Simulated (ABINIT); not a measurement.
Runs of ABINIT 10.8.3 (patched build) on SnSe2. It takes space group P-3m1 (No. 164, trigonal). The conventional cell has a = 3.811 Å, b = 3.811 Å, c = 6.136 Å, α = 90.00°, β = 90.00°, γ = 120.00°. Around Sn (site symmetry -3m) lie 6 Se at 2.68 Å. Around Se (site symmetry 3m) lie 3 Sn at 2.68 Å. 

```tsv
task	level	potentials or basis	k mesh	mesh quality	gap on the mesh (eV)	largest force (eV/Å)
band structure	LDA-Teter	JTH PAW LDA v2.0	8 × 8 × 5	not flagged	0.67	0.49
band structure	BLYP	JTH PAW PBE v2.0 sp	8 × 8 × 5	not flagged	0.76	1.11
single point	LDA	JTH PAW LDA v2.0	3 × 3 × 2	coarse	0.85	0.37
band structure	RPBE	JTH PAW PBE v2.0 sp	8 × 8 × 5	not flagged	(b)	0.87
band structure	PBEsol	JTH PAW PBE v2.0 sp	8 × 8 × 5	not flagged	0.71	(a)
```

Alike in all rows: no spin polarisation; cell as given; cutoff (eV) 408; smearing fermi-dirac 0.05 eV.

**Question.** Estimate the missing entries.

**Answer.** (a) 0.66; (b) 0.84.

Caveats: some runs use coarse meshes; spin-orbit coupling is left out, which moves the levels of the heavy elements; an odd mesh through Γ misses points on the zone boundary, where band edges often lie; the PAW data sets were made with another functional, which shifts forces and pressure a little (some runs); this set keeps more shells in the core, which shifts pressures and gaps (some runs).

A k mesh can miss the band edges, and the runs leave out spin-orbit coupling on Se, Sn.

Not every run made on this cell is shown here.
